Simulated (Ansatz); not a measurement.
Deforming Zr

```
CELL_PARAMETERS angstrom
3.23200 0.00000 0.00000
-1.61600 2.79899 0.00000
0.00000 0.00000 5.14700
ATOMIC_POSITIONS crystal
Zr 0.33333 0.66667 0.25000
Zr 0.66667 0.33333 0.75000
```

Atoms are numbered in the order listed.

The cell is COD entry 9008523, as deposited and not checked against the literature; nothing was relaxed.

These are results of Ansatz 0.2.0, DFT, PBE, all-electron LAPW, scalar-relativistic, not measurements.

The runs use a Γ-centred 13×13×7 k mesh, Fermi–Dirac smearing of 0.03 eV, basis error target 0.25 meV/atom, no spin polarisation.

The unchanged cell is at 0.50 GPa, so energy changes include a term −P ΔV where the volume moves.

In a metal, stresses and small energies carry noise from the k mesh.

x, y and z are the Cartesian axes of the cell as listed; fractional coordinates follow a strain, and an engineering shear is twice the off-diagonal strain component.

(1) One change gave: energy change +24 meV/atom; stress change (xx, yy, zz, yz, xz, xy) -5.62, -5.62, -3.73, 0.00, 0.00, 0.00 GPa, compression positive. Which change was it?
A. atom 1 (Zr) moved by (0.0000, 0.0000, 0.0300) Å
B. xy engineering shear strain of +3 %
C. x and y strained by +3 %, z held

Results:

(1) C. For xy engineering shear strain of +3 %: energy change +3 meV/atom; stress change (xx, yy, zz, yz, xz, xy) 0.01, 0.18, -0.15, 0.00, 0.00, -1.36 GPa, compression positive; change of the force on Zr1 (-0.061, 0.005, 0.000) eV/Å. For atom 1 (Zr) moved by (0.0000, 0.0000, 0.0300) Å: energy change under 1 meV/atom; stress change (xx, yy, zz, yz, xz, xy) 0.03, 0.03, 0.04, 0.00, 0.00, 0.00 GPa, compression positive; change of the force on Zr1 (0.000, 0.000, -0.101) eV/Å.
